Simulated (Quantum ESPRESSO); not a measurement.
**GaN under changes of volume**

One of the cells (11.310 Å³/atom); the others are scaled copies at fixed shape and fractional positions:

```
CELL_PARAMETERS angstrom
3.18000 0.00000 0.00000
-1.59000 2.75396 0.00000
0.00000 0.00000 5.16600
ATOMIC_POSITIONS crystal
Ga 0.66667 0.33333 0.50000
Ga 0.33333 0.66667 0.00000
N 0.66667 0.33333 0.87500
N 0.33333 0.66667 0.37500
```

- Program: Quantum ESPRESSO 7.5
- Functional: PBE
- Potentials or basis: GBRV 1.5 PBE
- Cutoff: 612 eV
- Density cutoff: 4898 eV
- k mesh: 10 × 10 × 5
- Occupations: fermi-dirac, width 0.05 eV
- Spin: no spin polarisation

| volume (Å³/atom) | energy over the lowest point (meV/atom) | pressure (GPa) | gap on the mesh (eV) | largest force (eV/Å) |
| --- | --- | --- | --- | --- |
| 10.632 | 73.26 | 21.3 | 2.40 | 0.155 |
| 10.858 | 45.62 | 16.0 | 2.26 | 0.148 |
| 11.084 | ? | ? | ? | ? |
| 11.310 | 11.16 | 6.9 | 1.99 | 0.137 |
| 11.537 | 2.92 | 3.0 | 1.86 | 0.131 |
| 11.763 | 0.00 | -0.5 | 1.73 | 0.126 |
| 11.989 | 1.73 | -3.6 | 1.60 | 0.121 |

Q: What does the run at 11.084 Å³/atom give?

A: Energy over the lowest point 25.16 meV/atom; pressure 11.2 GPa; gap on the mesh 2.12 eV; largest force 0.142 eV/Å.

Worked out: A Birch-Murnaghan fit of order 3 (a polynomial in V^(-2/3)) to the other rows has its minimum at 11.79 Å³/atom with B0 = V·E''(V) = 172 GPa and B' = 4.5 at fixed shape and positions, which overstates the stiffness. It gives 25.16 meV/atom at 11.084 Å³/atom, against the run's 25.16, and -dE/dV = 12.1 GPa, against 11.2. A straight line through the other rows of the gap, of slope -6.64 eV per unit of ln V (its deformation potential), gives 2.12 eV, against the run's 2.12.

Energies are extrapolated to zero smearing.

Spin-orbit coupling on Ga is left out.
